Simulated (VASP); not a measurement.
# InGa3N: relaxation of cell and atoms with PBE

Crystal: InGa3N.

```xyz
5
Lattice="4.4486 0.0000 0.0000 0.0000 4.4486 0.0000 0.0000 0.0000 4.4486" Properties=species:S:1:pos:R:3 pbc="T T T"
In    0.0000    0.0000    0.0000
Ga    2.2243    2.2243    0.0000
Ga    0.0000    2.2243    2.2243
Ga    2.2243    0.0000    2.2243
N     2.2243    2.2243    2.2243
```

The cell comes from a database or a generator and needn't be the stable form of this composition.

```
Program                : VASP 6.6.1
Task                   : relaxation of cell and atoms
Functional             : PBE
Potentials or basis    : VASP PAW PBE potentials, release 64 (In_d, Ga_d, N)
Cutoff                 : 600 eV
k mesh                 : 8 × 8 × 8
Occupations            : gaussian, width 0.1 eV
Spin                   : no spin polarisation
Dipole correction      : no
Further INCAR settings : ALGO = Fast; EDIFF = 1e-07; IBRION = 2; EDIFFG = -0.005; NSW = 100; ISIF = 3
```

```yaml
Relaxed_volume: 17.78 Å³/atom
Relaxed_cell: a = 4.463 Å, b = 4.463 Å, c = 4.463 Å, α = 90.00°, β = 90.00°, γ = 90.00°
Space_group_after_relaxing_to_0.05_Å: Pm-3m (No. 221)
Energy_gained_by_relaxing: 0.3 meV/atom
Ionic_steps: 2
Pressure_after_relaxing: 0.0 GPa
Band_gap_on_the_k_mesh: none (metal or under the smearing width)
```

Step by step:
```csv
step,energy change (eV),largest force (eV/Å),pressure (GPa),volume (Å³)
1,0.0000,0.0000,0.60,88.04
2,-0.0016,0.0000,-0.02,88.88
```

Final structure:
```
CELL_PARAMETERS angstrom
4.46275 0.00000 0.00000
0.00000 4.46275 0.00000
0.00000 0.00000 4.46275
ATOMIC_POSITIONS crystal
In 0.00000 0.00000 0.00000
Ga 0.50000 0.50000 0.00000
Ga 0.00000 0.50000 0.50000
Ga 0.50000 0.00000 0.50000
N 0.50000 0.50000 0.50000
```

Levels at points of the mesh, in eV from the Fermi level:
```csv
k point,band 24,band 25,band 26,band 27,band 28,band 29,band 30,band 31,band 32,band 33
"(0.00, 0.00, 0.00)",-5.13,-5.13,-3.01,-3.01,0.33,0.33,0.33,0.50,3.96,3.96
"(0.50, 0.00, 0.00)",-4.61,-4.61,-3.34,-2.56,-0.20,-0.20,1.35,1.91,2.98,2.98
"(0.50, 0.50, 0.00)",-5.97,-4.29,-3.68,-0.80,-0.80,1.71,1.71,2.11,2.26,2.60
"(0.50, 0.50, 0.50)",-6.72,-4.20,-3.62,-3.62,-3.62,1.23,1.23,1.23,3.21,7.51
```

Run time: 3.4 min on 1 thread of AMD EPYC 9R14 (Zen 4), on a shared host, peak memory 0.26 GiB.
